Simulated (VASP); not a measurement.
**How uniaxial stress along [001] changes GaN (F-43m)**

Strain engineering needs slopes: what does uniaxial stress along [001] do to the lattice and the band edges of GaN?

Program: VASP 6.6.1. Level of theory: LDA; plane waves and PAW (Ga_d, N); cell typed or built by script, in the first sound run; inputs show where later runs differ. Results are calculated unless marked as measured.

Report form: the programs' logs are mostly left out.

## (1) The structure

Symmetry: F-43m, No. 216, cubic system. The conventional cell has a = 4.500 Å, b = 4.500 Å, c = 4.500 Å, α = 90.00°, β = 90.00°, γ = 90.00°. Nearest to Ga lie 4 N at 1.95 Å. Nearest to N lie 4 Ga at 1.95 Å. Farther neighbours and most contacts between anions are not listed.

## (2) Relax the crystal, LDA

The series starts from the cell that this level prefers, so that zero strain is near zero stress.

This step took 2 runs in a row; the last is shown.

Level: LDA; plane waves and PAW (Ga_d, N); cell typed or built by script.

The input, INCAR:

```
SYSTEM = GaN
PREC = Accurate
ENCUT = 600
EDIFF = 1E-07
NELM = 120
ISMEAR = 0
SIGMA = 0.02
LREAL = .FALSE.
ALGO = Normal
GGA = CA
NBANDS = 15
LASPH = .TRUE.
LORBIT = 11
LWAVE = .FALSE.
LCHARG = .FALSE.
KPAR = 16
IBRION = 2
NSW = 40
ISIF = 3
EDIFFG = -0.005
POTIM = 0.4
```

The input, POSCAR:

```
GaN
1.0
    0.0000000000      2.2313343091      2.2313343091
    2.2313343091      0.0000000000      2.2313343091
    2.2313343091      2.2313343091      0.0000000000
Ga N
1 1
Direct
    0.0000000000      0.0000000000      0.0000000000
    0.2500000000      0.2500000000      0.2500000000
```

The input, KPOINTS:

```
Automatic mesh
0
Gamma
11 11 11
0 0 0
```

PAW data sets: Ga_d and N (LDA family, release 64).

On the command line:

```console
$ mpirun -np 16 vasp_std
```

Wall time 4 s (16 MPI ranks of Intel Xeon 6975P-C (Granite Rapids), shared host); peak memory 2.5 GiB; 37 s of CPU time.

This run gave:

* energy(sigma→0) of the program: -13.9446 eV
* stress, compression positive: xx, yy, zz 0.01, 0.01, 0.01 GPa
* volume: 22.219 Å³
* ionic steps: 1

## (3) Strain across the axis, LDA

One member in full: the axis is strained by 1.5 %, and the two directions across it are strained alike until their mean stress is under 0.012 GPa or five steps are spent.

This step took 3 runs, each at a new trial strain with the atoms of the one before; the last is shown.

Level: LDA; plane waves and PAW (Ga_d, N); cell typed or built by script.

Changes to INCAR since step 2:

```diff
@@ -15,7 +15,7 @@
 LCHARG = .FALSE.
-KPAR = 16
-IBRION = 2
-NSW = 40
-ISIF = 3
-EDIFFG = -0.005
-POTIM = 0.4
+KPAR = 4
+IBRION = 1
+NSW = 25
+ISIF = 2
+EDIFFG = -0.004
+POTIM = 0.3
```

The input, POSCAR:

```
GaN
1.0
    0.0000000000      2.2197288260      2.2648043240
    2.2197288260      0.0000000000      2.2648043240
    2.2197288260      2.2197288260      0.0000000000
Ga N
1 1
Direct
    0.0000000000      0.0000000000      0.0000000000
    0.2500000000      0.2500000000      0.2500000000
```

KPOINTS is that of step 2.

On the command line:

```console
$ mpirun -np 4 vasp_std
```

It took 12 s on 4 MPI ranks; peak memory 0.66 GiB; 32 s of CPU time.

This run gave:

| Quantity | Value |
| --- | --- |
| energy(sigma→0) of the program | -13.9419 eV |
| stress, compression positive | xx, yy, zz 0.00, 0.00, -2.73 GPa |
| ionic steps | 1 |

## (4) Band edges, HSE06

Short lines in KPOINTS_OPT sample the zone centre along and across the axis, for masses, and the other valleys.

Level: HSE06; plane waves and PAW (Ga_d, N); cell typed or built by script.

The input, INCAR:

```
SYSTEM = GaN
PREC = Accurate
ENCUT = 600
EDIFF = 1E-06
NELM = 100
ISMEAR = 0
SIGMA = 0.02
LREAL = .FALSE.
ALGO = Normal
LHFCALC = .TRUE.
AEXX = 0.25
GGA = PE
HFSCREEN = 0.2
LASPH = .TRUE.
NBANDS = 14
PRECFOCK = Fast
LWAVE = .FALSE.
LCHARG = .FALSE.
KPAR = 4
```

POSCAR is that of step 3.

The input, KPOINTS:

```
Automatic mesh
0
Gamma
6 6 6
0 0 0
```

The input, KPOINTS_OPT:

```
Line mode
6
Line-mode
Reciprocal
  0.00000000   0.00000000   0.00000000
  0.01802274   0.01802274   0.00000000

  0.00000000   0.00000000   0.00000000
 -0.00000000  -0.01766404  -0.01766404

  0.31000000   0.31000000   0.00000000
  0.50000000   0.50000000   0.00000000

  0.00000000   0.31000000   0.31000000
  0.00000000   0.50000000   0.50000000

  0.45000000   0.45000000   0.45000000
  0.50000000   0.50000000   0.50000000

  0.45000000   0.00000000   0.00000000
  0.50000000   0.00000000   0.00000000

  0.42500000   0.42500000   0.00000000
  0.42500000   0.44266404   0.01766404

  0.50000000   0.50000000   0.50000000
  0.48750964   0.51249036   0.50000000
```

On the command line:

```console
$ mpirun -np 4 vasp_std
```

Elapsed: 10 min, on 4 MPI ranks; peak memory 1.1 GiB.

This run gave:

- energy(sigma→0) of the program: -14.7629 eV

## (5) The whole series

Hybrid runs start from orbitals of a short LDA run, not shown.

Runs beyond LDA use the data sets made with LDA; this shifts their levels slightly, and their total energies have another zero.

The other members went through these steps as far as the tables show, with the same cutoff and, step by step, the same mesh; 42 runs are not shown. The session took 6.3 core hours (wall time by ranks) on a shared machine.

```csv
strain along the axis (%),strain across the axis (%),"stress along the axis, tension positive (GPa)",energy above the unstrained row (meV/atom),"gap on the mesh, LDA (eV)"
-2.000,0.731,-3.309,2.435,1.892
-1.500,0.545,-2.520,1.397,1.904
-1.000,0.362,-1.704,0.639,1.915
-0.500,0.181,-0.865,0.172,1.928
0,0.000,-0.010,0.000,1.940
0.500,-0.174,0.884,0.135,1.919
1.000,-0.348,1.794,0.579,1.899
1.500,-0.520,2.729,1.337,1.877
2.000,-0.689,3.687,2.415,1.855
```

Slopes at zero strain, from cubics through all rows: strain ratio -0.355, stress over strain 175 GPa.

Band edges at HSE06, counted from the valence-band top at Γ, with one row partly withheld:

| strain along the axis (%) | gap (eV) | conduction band at Γ (eV) | Δ or X valley along z (eV) | Δ or X valley along x (eV) | lowest conduction level at L, [111] (eV) | lowest conduction level at L, [-111] (eV) | second valence level below the top (eV) | third valence level below the top (eV) |
| --- | --- | --- | --- | --- | --- | --- | --- | --- |
| -2.000 | 3.180 | 3.180 | 4.295 | 4.482 | 6.268 | 6.268 | 0.121 | 0.121 |
| -1.500 | 3.190 | 3.190 | 4.342 | 4.483 | 6.287 | 6.287 | 0.092 | 0.092 |
| -1.000 | 3.200 | 3.200 | 4.391 | 4.485 | 6.302 | 6.302 | 0.062 | 0.062 |
| -0.500 | 3.210 | 3.210 | 4.441 | 4.488 | 6.316 | 6.316 | 0.031 | 0.031 |
| 0 | 3.221 | 3.221 | 4.492 | 4.492 | 6.327 | 6.327 | 0.000 | 0.000 |
| 0.500 | ? | ? | 4.511 | 4.465 | 6.304 | 6.304 | 0.000 | 0.032 |
| 1.000 | 3.176 | 3.176 | 4.532 | 4.438 | 6.277 | 6.277 | 0.000 | 0.064 |
| 1.500 | 3.154 | 3.154 | 4.552 | 4.412 | 6.248 | 6.248 | 0.000 | 0.097 |
| 2.000 | 3.130 | 3.130 | 4.573 | 4.386 | 6.215 | 6.215 | 0.000 | 0.130 |

Conduction masses, in electron masses:

```csv
strain along the axis (%),"conduction mass at Γ, along the strain axis or the normal of the plane","conduction mass at Γ, across the strain axis or in the plane"
-2.000,0.202,0.205
-1.500,0.201,0.204
-1.000,0.202,0.203
-0.500,0.202,0.202
0,0.202,0.202
0.500,0.201,0.201
1.000,0.203,0.200
1.500,0.202,0.199
2.000,0.201,0.198
```

## (6) Fit and prediction

The quantity to fit is the conduction level at Γ above the mean of the three top valence levels at HSE06: 3.261, 3.251, 3.241, 3.231, 3.221, 3.198, 3.186, 3.173 eV in the rows shown.

Fitting a parabola to the 8 known rows (e: strain in %) gives E = − 8.47e-4 e² − 0.02191 e + 3.221 in eV; the residuals are 1.4e-4 eV r.m.s.

For the withheld row, e = 0.5, the fit gives 3.2094 eV.

## (7) Checking the prediction

The calculation gives 3.2093 eV, so the prediction is 0.0001 eV too high.

## (8) Results

| Quantity | Value |
| --- | --- |
| Poisson ratio | 0.355 |
| Young's modulus along the axis | 175 GPa |
| gap of the unstrained cell, HSE06 | 3.22 eV |
| slope at zero strain of the conduction level at Γ above the mean of the three top valence levels, HSE06 | -22 meV per % |
| error of the predicted row | 0.1 meV |
| valence shear potential \|b\|, HSE06 | 1.55 eV |

As a check, the curvature of the energy gives 176 GPa for the same modulus (energy per volume = E/2 × strain²), 0 % from the slope of the stress. At HSE06 the lowest conduction valley is Γ throughout, and the gap runs between 3.13 and 3.22 eV. Without spin-orbit coupling the three valence levels split by 3|b| times the difference of the strains; the rows within 1 % give |b| = 1.55 eV. Hole masses are left out throughout, since the top bands are degenerate or cross in many series; of conduction masses, those of the Γ, L and (for Si and Ge under (001) strain) Δ valleys are kept where they change by under an eighth between rows. HSE06 ran on a coarser mesh than the semilocal levels. Spin-orbit coupling is left out at HSE06, so the valence splittings there lack it. Δ or X levels are the lowest on their line, refined by a parabola unless they lie at X; the gap is read from all points sampled and can differ from the lowest valley by some meV, or by tens of meV where strain moves the valence top off Γ. Temperature, zero-point motion and excitons are left out.

[Lines on the potential files, build, host, timing and source positions are cut from VASP's logs without a mark.]

[Logs are printed without paths, hosts, clocks, repeated set-up lines and the standing remarks that a program may print on its own settings, such as how far it seeks lower states.]

[Hosts, paths, dates, database ids (printed as entryN), source tags and the programs' standing remarks are cut or masked in the printed files.]

[In band tables of VASP the shares of atoms and orbitals are scaled to a sum of 1 inside the atoms' spheres.]
